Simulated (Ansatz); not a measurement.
# GaN (P6_3mc): the host for defect calculations

Before any defect goes in: GaN (P6_3mc) at rest, and how it screens a charge.

Program: Ansatz 0.2.0. Level of theory: plane-wave PAW DFT, r2SCAN; relaxation of the host's cell and atoms; PAW set soft_1, in the first sound run; inputs show where later runs differ. Results are calculated unless marked as measured.

## Step 1: Set-up

Symmetry: P6_3mc, No. 186, hexagonal system. Conventional cell: a = 3.189 Å, b = 3.189 Å, c = 5.192 Å, α = 90.00°, β = 90.00°, γ = 120.00°. Nearest to Ga lie 4 N at 1.95 to 1.96 Å. Nearest to N lie 4 Ga at 1.95 to 1.96 Å. Farther neighbours and most contacts between anions are not listed.

## Step 2: Host cell relaxation

Cell and atoms are relaxed together, until forces and stress fall under their thresholds.

cell/input.yaml reads:

```yaml
crystal:
  lattice:
    - [3.1889304, 0.0, 0.0]
    - [-1.5944652, 2.7616947, 0.0]
    - [0.0, 0.0, 5.1923572]
  atoms:
    - { symbol: Ga, position: [0.66666667, 0.33333333, 0.49908371] }
    - { symbol: Ga, position: [0.33333333, 0.66666667, 0.99908371] }
    - { symbol: "N", position: [0.66666667, 0.33333333, 0.87591629] }
    - { symbol: "N", position: [0.33333333, 0.66666667, 0.37591629] }
basis:
  ecutwfc: 500
  xc_grid: 2
hamiltonian:
  xc: r2scan
  pseudopotentials: { kind: paw, azcp: { folder: soft_1 } }
kpoints:
  mp_grid: { grid: [10, 10, 6] }
scf:
  occupations: { method: fixed }
  max_iter: 100
relax:
  f_tol: 0.005
  max_steps: 60
  cell: {}
output:
  forces: true
  stress: true
checkpoint:
  write: "../cell.run"
  compress: false
  write_wavefunctions: false
  write_every: 100000
```

Started as:

```console
> ansatz run input.yaml --threads 32 --pin off --max-ram 84787MiB --backend cuda --events-out ev --progress --plain --runs-dir out --max-vram 78GiB
```

Numbers of over 12 decimals in the logs are rounded to 6 here.

What it wrote:

```text
[... repeated set-up lines and file paths are left out, and long positions are rounded to six places ...]
Engine: ansatz 0.2.0, aarch64-unknown-linux-gnu
Pseudopotentials: kind: paw
Pseudopotential: Ga, paw, valence charge 13, recommended cutoff 500 eV (meta_gga), soft_1/Ga.paw.azcp
Pseudopotential: N, paw, valence charge 5, recommended cutoff 500 eV (meta_gga), soft_1/N.paw.azcp
Functional definition: r2SCAN
  parameter k0 = 0.174
  parameter k1 = 0.065
  parameter a1 = 4.9479
  exchange = r2scan_x(k0 = k0, k1 = k1, a1 = a1)
  correlation = r2scan_c
[...]
Crystal: 4 atoms, lattice volume = 45.728 Å³
Basis set: ecut = 500 eV, 1141 PW (Γ), exchange–correlation on 48×48×80 points (8 copies of the dense FFT grid, shifted against one another)
Bands: 22, of which v1, the nominal top of the filled ones, is band 18 counted from 1 (17 counted from 0)
Symmetry: 12 space group operations
Space group: P63mc (ITA 186), of the structure as read, at distance tolerance 3.6e-5 Å
k-points: 56 of 600 (time reversal used)
Non-local potential: Ga, projectors of the file, l = 0: 2, l = 1: 2, l = 2: 3, l = 3: 1
Non-local potential: N, projectors of the file, l = 0: 2, l = 1: 2, l = 2: 1
PAW form: soft (Blöchl's): semilocal exchange-correlation on the pseudo side does not see the compensation charge
PAW frozen core: Ga, regenerated for the run's functional (the file was generated under x = pbe(κ = 0.804, μ = 0.219515), c = pbe(β = 0.066725))
PAW frozen core: N, regenerated for the run's functional (the file was generated under x = pbe(κ = 0.804, μ = 0.219515), c = pbe(β = 0.066725))
PAW one-centre angular grid: Ga, 590 points (default); XC on 160 Gauss nodes
PAW one-centre angular grid: N, 302 points (default); XC on 160 Gauss nodes
Initial density: superposition of atomic densities (chi_scale 0.1, normalization cell, long waves kept (reshape's long-wave potential 0.00 eV rms))
Initial wavefunctions: pseudopotential atomic-orbital guess
[...]
Functional: x = r2scan, c = r2scan; τ floored in thin density (d = 2e-4 eV/Å³)
SCF iter   1: F=—  HF=-8353.733452 eV  |Δ(HF+E_count)|=         —  Δρ=1.16e-1  dr2=4.92e0  dr2_τ=5.70e-1  Hψ=4387
preconditioner: auto → Resta (q_TF=auto, 2.622 Å⁻¹)  ε∞=4.4  [insulator: Δε(μ)=2.869 eV  Ē_g=17.848 eV  n_scr=22 (ndim 8)  ℏωp=32.9 eV  f_vac=0.000  ε∞_Penn≈4.4]
SCF iter   2: F=—  HF=-8352.706502 eV  |Δ(HF+E_count)|=    1.03e0  Δρ=5.17e-2  dr2=6.81e-1  dr2_τ=7.33e-2  Hψ=2873
[...]
SCF iter   9: F=-8352.779862 eV  HF=-8352.779862 eV  |Δ(HF+E_count)|=   5.47e-8  Δρ=5.82e-6  dr2=1.24e-8  dr2_τ=2.01e-10  Hψ=4428
SCF 1 converged in 9 iterations: F = -8352.779862 eV  dr2 = 1.24e-8
  greatest PAW one-centre occupation: 0.994 electrons in one spin orbital (limit 2), on the Ga atom at site 1 (counted from 0), in its partial waves of l = 2
relax step   1: F+E_penalty+E_count = -8352.77986169 eV  Δ(F+E_penalty+E_count) = +0.000e0 eV  max|allowed force component| = 1.081e-3 eV/Å  Δτ_max = 0.0000 Å  P = -1.004 GPa  Ω = 45.728 Å³  (9 SCF iters, dr2 threshold 1.00e-7 eV, accepted)
[... the SCF cycles and remarks between the steps are left out from here to the last step ...]
relax step   2: F+E_penalty+E_count = -8352.78059366 eV  Δ(F+E_penalty+E_count) = -7.320e-4 eV  max|allowed force component| = 9.540e-4 eV/Å  Δτ_max = 0.0001 Å  P = -0.386 GPa  Ω = 45.582 Å³  energy of the carried Pulay correction = +9.690e-5 eV  (5 SCF iters, dr2 threshold 4.00e-7 eV, accepted)
relax step   3: F+E_penalty+E_count = -8352.78076222 eV  Δ(F+E_penalty+E_count) = -1.686e-4 eV  max|allowed force component| = 4.761e-4 eV/Å  Δτ_max = 0.0001 Å  P = +0.005 GPa  Ω = 45.491 Å³  energy of the carried Pulay correction = +1.573e-4 eV  (4 SCF iters, dr2 threshold 3.76e-7 eV, accepted)
[...]
iter 1 solved again at ethr=2.23e-8 eV; its pass at ethr=3.10e-3 eV (dr2=8.02e-6 eV) is discarded
SCF iter   1: F=—  HF=-8352.780473 eV  |Δ(HF+E_count)|=         —  Δρ=3.26e-5  dr2=3.09e-7  dr2_τ=5.56e-8  Hψ=8233
[...]
SCF iter   2: F=—  HF=-8352.780591 eV  |Δ(HF+E_count)|=   1.17e-4  Δρ=1.83e-5  dr2=1.13e-7  dr2_τ=5.87e-9  Hψ=2394
SCF iter   3: F=—  HF=-8352.780591 eV  |Δ(HF+E_count)|=   5.15e-8  Δρ=9.39e-6  dr2=2.29e-8  dr2_τ=7.03e-10  Hψ=1789
SCF iter   4: F=—  HF=-8352.780591 eV  |Δ(HF+E_count)|=   8.39e-9  Δρ=1.28e-6  dr2=5.29e-10  dr2_τ=7.98e-11  Hψ=2218
SCF iter   5: F=-8352.780591 eV  HF=-8352.780591 eV  |Δ(HF+E_count)|=  2.71e-10  Δρ=3.15e-7  dr2=3.97e-11  dr2_τ=3.53e-12  Hψ=6115
SCF 4 converged in 5 iterations: F = -8352.780591 eV  dr2 = 3.97e-11
relax step   4: F+E_penalty+E_count = -8352.78059064 eV  Δ(F+E_penalty+E_count) = +1.716e-4 eV  max|allowed force component| = 5.026e-4 eV/Å  Δτ_max = 0.0000 Å  P = +0.004 GPa  Ω = 45.491 Å³  stress off target by 4.57e-3 GPa  SCF on the basis re-selected at this cell (its energy is not comparable with the rows above)  (5 SCF iters)
basis re-selected at this cell: Δ(F+E_penalty+E_count) = +1.716e-4 eV, ΔP = -0.001 GPa vs the last step (what re-selecting the basis moved, of the pressure what is left beyond the Pulay correction that the steps carried, after the strain that the cell walked [...]
SCF converged after 5 iterations
Free energy (F): -8352.780591 eV
Harris-Foulkes:  -8352.780591 eV  (|F-HF|=5.46e-12)
Internal energy: -8352.780591 eV  (E = F + TS)
E sigma→0 (E₀):  -8352.780591 eV
Fermi energy:    9.470439 eV
--- Per-component energies (eV) ---
  E_band       = -29.933864
  E_kinetic    = 481.168783
  E_local      = -2831.924578  (includes V_loc(G=0)·N_el)
  E_nonlocal   = -105.946459
  E_hartree    = 1798.202297
  E_xc         = -231.725242
  E_vxc        = -280.053635  (∫ρ·V_xc dr)
  E_paw        = -4283.182559  (= ΣΔE_a)
  E_vpaw       = -904.838753  (= ΣTr[D̂ρ^β])
  E_aug_tail   = 0.000047  (compensation charges beyond the density's cutoff)
  E_vtau       = 15.256407  (kinetic-family band-sum trace: ∫τ·v_τ [+ j·A + Jᵃ·Aᵃ] dr)
  E_ewald      = -3178.007619
  E_core_change = -1.365260  (= ΣΔE_core)
  E_smearing   = -0.000000  (= −TS)
  E_closure    = -0.000000  (closes the sum)
  Σ components = -8352.780591   (vs F -8352.780591, Δ=0.00e0)
--- Forces (eV/Å), atoms counted from 1 ---
  atom   1  Ga    -0.00000000    -0.00000000     0.00068659
  atom   2  Ga    -0.00000000     0.00000000     0.00068659
  atom   3  N      0.00000000     0.00000000    -0.00031868
  atom   4  N      0.00000000    -0.00000000    -0.00031868
  max |Σ_I F_I| component: 7.36e-4 eV/Å
--- Stress (GPa, compression-positive) ---
        0.004568       0.000000       0.000000
       -0.000000       0.004568       0.000000
        0.000000       0.000000       0.001914
  P = ⅓ Tr σ = 0.0037 GPa (0.037 kbar)
--- Band table (eV; the first three rows and the last of 56) ---
  k-point 0: bands = ["-7.3415", "-6.3578", "-4.4062", "-4.3910", "-4.3910", "-4.3238", "-4.3238", "-4.1119", "-4.1119", "-4.0142", [... rest cut ...]
  k-point 1: bands = ["-7.2607", "-6.3985", "-4.3889", "-4.3889", "-4.3821", "-4.3306", "-4.3306", "-4.1031", "-4.1031", "-4.0186", [... rest cut ...]
--- Relaxed structure (3 steps of the walk, 3 accepted, 1 SCFs on fresh bases) ---
  F+E_penalty+E_count = -8352.78059064 eV   max|allowed force component| = 5.026e-4 eV/Å   (the final SCF, on the basis selected at the relaxed cell)
  cell:  # Å, volume = 45.4914 Å³
    - [3.183273, 0.0, 0]
    - [-1.591636, 2.756795, -1.7456915312936015e-19]
    - [0, -3.282134672698873e-19, 5.183832]
  atoms:
    - { symbol: Ga, position: [0.666667, 0.333333, 0.499106] }
    - { symbol: Ga, position: [0.333333, 0.666667, 0.999106] }
    - { symbol: N, position: [0.666667, 0.333333, 0.875894] }
    - { symbol: N, position: [0.333333, 0.666667, 0.375894] }
```

It took 2.1 s on 1 × NVIDIA GB200 with 32 threads of Arm Neoverse V2, shared host; peak memory 0.95 GiB.

Step by step:

| step | energy less that of the first step (eV) | largest force component (eV/Å) | pressure (GPa) | volume (Å³) |
| --- | --- | --- | --- | --- |
| 1 | 0.0000 | 0.0011 | -1.00 | 45.73 |
| 2 | -0.0007 | 0.0010 | -0.39 | 45.58 |
| 3 | -0.0009 | 0.0005 | 0.00 | 45.49 |
| 4* | -0.0007 | 0.0005 | 0.00 | 45.49 |

Relaxation steps marked * repeat the geometry before them on a plane-wave basis chosen anew for their cell, so energy and pressure can jump there.

Forces are held to the 12 operations that the run works with; a distortion that breaks them can't arise in this run.

| conventional cell, symmetrised | before | after | change |
| --- | --- | --- | --- |
| a (Å) | 3.189 | 3.183 | -0.2 % |
| b (Å) | 3.189 | 3.183 | -0.2 % |
| c (Å) | 5.192 | 5.184 | -0.2 % |
| volume (Å³/atom) | 11.43 | 11.37 | -0.5 % |

Final coordinates:

```xyz
4
Lattice="3.1833 0.0000 0.0000 -1.5916 2.7568 0.0000 0.0000 0.0000 5.1838" Properties=species:S:1:pos:R:3 pbc="T T T"
Ga    1.5917    0.9189    2.5873
Ga    0.0000    1.8379    5.1792
N     1.5917    0.9189    4.5405
N     0.0000    1.8379    1.9486
```

This step gave:

| Quantity | Value |
| --- | --- |
| pressure | 0.003683 GPa |

## Step 3: Dielectric tensors of the host

The response to a uniform electric field gives the electronic dielectric tensor.

This step: plane-wave PAW DFPT, PBEsol; dielectric tensors, Born charges and zone-centre modes of the host; PAW set soft_1 (Ansatz 0.2.0).

eps/input.yaml reads:

```yaml
crystal:
  lattice:
    - [3.1832726057, 0.0, 0.0]
    - [-1.5916363029, 2.7567949437, 0.0]
    - [0.0, 0.0, 5.1838317307]
  atoms:
    - { symbol: Ga, position: [0.6666666667, 0.3333333333, 0.4991062363] }
    - { symbol: Ga, position: [0.3333333333, 0.6666666667, 0.9991062363] }
    - { symbol: "N", position: [0.6666666667, 0.3333333333, 0.8758937637] }
    - { symbol: "N", position: [0.3333333333, 0.6666666667, 0.3758937637] }
basis:
  ecutwfc: 420
hamiltonian:
  xc: pbesol
  pseudopotentials: { kind: paw, azcp: { folder: soft_1 }, xc_functional: pbe }
kpoints:
  mp_grid: { grid: [9, 9, 5] }
scf:
  occupations: { method: fixed }
  max_iter: 100
phonons:
  method: dfpt
  dielectric: true
  rigid_motions: translations
```

What it wrote:

```text
[...]
Crystal: 4 atoms, lattice volume = 45.491 Å³
Basis set: ecut = 420 eV, 893 PW (Γ), exchange–correlation on 48×48×72 points (8 copies of the dense FFT grid, shifted against one another)
Bands: 22, of which v1, the nominal top of the filled ones, is band 18 counted from 1 (17 counted from 0)
Symmetry: 12 space group operations
k-points: 115 of 405 (irreducible under 2 space group operations, time reversal used)
[...]
SCF iter   1: F=—  HF=-8246.860112 eV  |Δ(HF+E_count)|=         —  Δρ=1.04e-1  dr2=4.20e0  Hψ=9075
[...]
SCF iter   2: F=—  HF=-8245.823215 eV  |Δ(HF+E_count)|=    1.04e0  Δρ=4.56e-2  dr2=5.02e-1  Hψ=4926
[...]
SCF iter  10: F=-8245.700331 eV  HF=-8245.700331 eV  |Δ(HF+E_count)|=  7.33e-10  Δρ=3.50e-7  dr2=4.06e-11  Hψ=15768
SCF 1 converged in 10 iterations: F = -8245.700331 eV  dr2 = 4.06e-11
[...]
the response reads at least the filled bands of the reference SCF and the lowest empty band at each k-point, and that SCF's band table does not vouch for those bands. The notice of the band table in this run's record says why
[...]
NSCF: frozen V_eff on 1 k-points
[...]
NSCF: frozen V_eff on 36 k-points, pencils in batches of 32, up to order 88
[...]
DFPT response loops at q = (0, 0, 0) (fractional): preconditioner auto → Resta (q_TF=auto, 2.624 Å⁻¹)  ε∞=5.7 (no band partly filled); β = 1.00, the filter's whole step (`scf.mixing.beta` (0.50) is not read by the response loops at its default; [...]
[...]
DFPT response loops at Γ: preconditioner auto → Resta (q_TF=auto, 2.624 Å⁻¹)  ε∞=5.7 (no band partly filled); β = 1.00, the filter's whole step (`scf.mixing.beta` (0.50) is not read by the response loops at its default; [...]
── the response to a field inside a basis, on 12×12×8 k-points: an SCF that follows is theirs, and a resumed run solves both again ──
[...]
Bands: 19, of which v1, the nominal top of the filled ones, is band 18 counted from 1 (17 counted from 0)
k-points: 168 of 1152 (irreducible under 4 space group operations, time reversal used)
[...]
Eigensolver: Dense (168 Hₖ)
SCF iter   1: F=—  HF=-8245.697695 eV  |Δ(HF+E_count)|=         —  Δρ=3.48e-4  dr2=1.64e-5
[...]
SCF iter   4: F=-8245.697694 eV  HF=-8245.697694 eV  |Δ(HF+E_count)|=   1.84e-6  Δρ=1.07e-5  dr2=2.57e-8
SCF 1 converged in 4 iterations: F = -8245.697694 eV  dr2 = 2.57e-8
[...]
WARN: field response: ε∞ stands inside a basis, on 12×12×8 points; [...]
SCF converged after 10 iterations
Free energy (F): -8245.700331 eV
[...]
Internal energy: -8245.700331 eV  (E = F + TS)
E sigma→0 (E₀):  -8245.700331 eV
Fermi energy:    9.608008 eV
[...]
--- Band table (eV; the first three rows and the last of 115) ---
[...]
--- Phonons (Γ-DFPT): 4 representative perturbations + reference (Σ response iterations 22) ---
  k mesh reduced under 2 symmetry operations, with k and −k counted as one. Each operation leaves every solved perturbation unchanged. A smaller set is not considered because the run solves the response to a homogeneous field
  ASR residual: 2.026e-4 → 0.000e0 eV/Å²; symmetrization residual: 2.001e-9 eV/Å²
  ASR residual per site (eV/Å²): 1.69e-4 1.69e-4 2.03e-4 2.03e-4
  Γ frequencies (cm⁻¹): 0.00 0.00 0.00 136.49 136.49 326.87 520.93 544.14 544.14 552.78 552.78 677.09
  ε∞ (high-frequency dielectric tensor):
        5.833686    -0.000000    -0.000000
       -0.000000     5.833686     0.000000
       -0.000000     0.000000     6.016055
  ε⁰ (static dielectric tensor: ions relaxed, cell fixed):
       10.099291    -0.000000    -0.000000
       -0.000000    10.099291     0.000000
       -0.000000     0.000000    11.187370
  ε⁰ − ε∞ (ionic part):
        4.265605    -0.000000     0.000000
       -0.000000     4.265605     0.000000
        0.000000     0.000000     5.171315
  softest optical mode at Γ: 136.49 cm⁻¹; the repairs (sum rule, projections) moved no ω² at Γ by more than (1.98 cm⁻¹)²
  Born effective charges Z* (e; rows j = field, columns β = displacement):
    site 0:
         2.60952   -0.00000   -0.00000
        -0.00000    2.60952    0.00000
        -0.00000    0.00000    2.75066
    site 1:
         2.60952   -0.00000   -0.00000
        -0.00000    2.60952    0.00000
        -0.00000    0.00000    2.75066
    site 2:
        -2.60952    0.00000    0.00000
         0.00000   -2.60952   -0.00000
         0.00000   -0.00000   -2.75066
    site 3:
        -2.60952    0.00000    0.00000
         0.00000   -2.60952   -0.00000
         0.00000   -0.00000   -2.75066
  Z* charge neutrality: 2.574e-3 e pre-enforcement
  solved inside a basis spanned on kpoints, on 12×12×8 k-points, its susceptibility summed on 18×18×10: ε∞ is read to err by 1.7e-2, Z* by 1.5e-2 e (field_mesh: kpoints solves on kpoints); Z* is corrected for what the basis lacks
  optical modes at Γ without the LO–TO term, one row a degenerate level:
      ω (cm⁻¹)  modes    IR ((D/Å)²/amu)
        136.49      2             0.0000
        326.87      1             0.0000
        520.93      1            29.9312
        544.14      2            53.8771
        552.78      2             0.0000
        677.09      1             0.0000
  optical modes at Γ + LO–TO along q̂ = [1.0000, 0.0000, 0.0000]:
      ω (cm⁻¹)  modes    IR ((D/Å)²/amu)
        136.49      2             0.0000
        326.87      1             0.0000
        520.93      1            29.9312
        544.14      1            26.9385
        552.78      2             0.0000
        677.09      1             0.0000
        715.96      1            26.9385
  optical modes at Γ + LO–TO along q̂ = [0.0000, 1.0000, 0.0000]:
      ω (cm⁻¹)  modes    IR ((D/Å)²/amu)
        136.49      2             0.0000
        326.87      1             0.0000
        520.93      1            29.9312
        544.14      1            26.9385
        552.78      2             0.0000
        677.09      1             0.0000
        715.96      1            26.9385
  optical modes at Γ + LO–TO along q̂ = [0.0000, 0.0000, 1.0000]:
      ω (cm⁻¹)  modes    IR ((D/Å)²/amu)
        136.49      2             0.0000
        326.87      1             0.0000
        544.14      2            53.8771
        552.78      2             0.0000
        677.09      1             0.0000
        710.37      1            29.9312
```

Run time: 8.6 s. Hardware: 1 × NVIDIA GB200 with 32 threads; peak memory 2.1 GiB; 82 s of CPU time.

Reading the cycles: dr2 is the Hartree energy of the density residual (eV), the measure of convergence; HF is the Harris–Foulkes estimate of the energy, which meets the free energy F at convergence.

Electronic dielectric tensor:

```
5.83 0.00 0.00
0.00 5.83 0.00
0.00 0.00 6.02
```

Static dielectric tensor:

```
10.10  0.00  0.00
 0.00 10.10  0.00
 0.00  0.00 11.19
```

The principal values of the electronic dielectric tensor are 5.83, 5.83 and 6.02. The principal values of the static dielectric tensor are 10.10, 10.10 and 11.19.

(Continued in part 2 of 3.)

[Logs are printed without paths, hosts, clocks, repeated set-up lines and the standing remarks that a program may print on its own settings, such as how far it seeks lower states.]

[Hosts, paths, dates, database ids (printed as entryN), source tags and the programs' standing remarks are cut or masked in the printed files.]

[Runs of the host that timed out are not shown.]

[For some hosts the program warned that the k-mesh of the response run may be too coarse for force constants and the static dielectric constant; such warnings are not always shown.]
